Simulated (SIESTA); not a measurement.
Nb in SIESTA: the effect of basis

Nb:

```
Nb
1.0
    -1.66395    1.66395    1.66395
     1.66395   -1.66395    1.66395
     1.66395    1.66395   -1.66395
Nb
1
Direct
  0.00000 0.00000 0.00000
```

Alike in all runs:

```yaml
Program: SIESTA 5.4.2
Task: band structure
Functional: PBEsol
Potentials_or_basis: PseudoDojo 0.4 standard (PBEsol files)
Grid_cutoff: 800 Ry
Energy_shift: 0.003 Ry
k_mesh: 11 × 11 × 11
Occupations: fermi-dirac, width 0.05 eV
Spin: no spin polarisation
```

```tsv
basis	pressure (GPa)
SZ	?
SZP	-5.2
DZ	-6.9
DZP	-6.4
TZP	-7.4
TZDP	-7.2
```

**Question.** What does the run with basis SZ give?

**Answer.** Pressure -9.7 GPa.

Caveats: the basis of atomic orbitals isn't converged, which shifts pressures, moduli and gaps; the basis has no polarisation orbitals (some runs).
